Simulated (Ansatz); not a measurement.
# Mg3Sb2: the cost of one run

Method: DFT PBE, scalar-relativistic, plane waves, PAW, in Ansatz 0.2.0.

2 further runs of the same task are left out: 2 set aside as unsound or not needed.

## Step 1: The system as given

The structure is trigonal, space group P-3m1 (No. 164). The conventional cell has a = 4.594 Å, b = 4.594 Å, c = 7.274 Å, α = 90.00°, β = 90.00°, γ = 120.00°. Around Mg (site symmetry 3m) lie 4 Sb at 2.85 to 2.96 Å and 3 Mg at 3.27 Å. Around Mg (site symmetry -3m) lie 6 Sb at 3.12 Å. Sb (site symmetry 3m) has 7 Mg at 2.85 to 3.12 Å in its first shell of neighbours.

Coordinates:

```cif
data_structure
_symmetry_space_group_name_H-M 'P 1'
_symmetry_Int_Tables_number 1
_cell_length_a 4.5939
_cell_length_b 4.5939
_cell_length_c 7.2743
_cell_angle_alpha 90.000
_cell_angle_beta 90.000
_cell_angle_gamma 120.000
_cell_volume 132.95
loop_
_atom_site_label
_atom_site_type_symbol
_atom_site_fract_x
_atom_site_fract_y
_atom_site_fract_z
_atom_site_occupancy
Mg1 Mg 0.33333 0.66667 0.63196 1
Mg2 Mg 0.66667 0.33333 0.36804 1
Mg3 Mg 0.00000 0.00000 0.00000 1
Sb1 Sb 0.33333 0.66667 0.22563 1
Sb2 Sb 0.66667 0.33333 0.77437 1
```

This cell was relaxed beforehand with the same method: volume 26.59 Å³/atom, gap on the mesh 0.11 eV.

## Step 2: Reference cell for the strains

The input, input.yaml:

```yaml
crystal:
  lattice:
    - [4.5938670597, 0.0, 0.0]
    - [-2.2969335298, 3.9784055753, 0.0]
    - [0.0, 0.0, 7.2742754274]
  atoms:
    - { symbol: Mg, position: [0.3333333333, 0.6666666667, 0.6319625079] }
    - { symbol: Mg, position: [0.6666666667, 0.3333333333, 0.3680374921] }
    - { symbol: Mg, position: [0.0, 0.0, 0.0] }
    - { symbol: Sb, position: [0.3333333333, 0.6666666667, 0.22562742] }
    - { symbol: Sb, position: [0.6666666667, 0.3333333333, 0.77437258] }
basis:
  ecutwfc: 420
kpoints:
  mp_grid: { grid: [12, 12, 6] }
hamiltonian:
  xc: pbe
scf:
  occupations: { method: gaussian, width: 0.01 }
output:
  forces: true
  stress: true
  eigenvalues: true
```

Launch:

```console
> ansatz run input.yaml --threads 1 --pin off --max-ram 2560MiB --backend cpu --events-out ev --progress --plain --runs-dir out
```

**Question.** How long does this run take on 1 thread of Arm Neoverse V1, shared host, and how much memory does it need?

About 27 s, with a peak of 0.55 GiB.
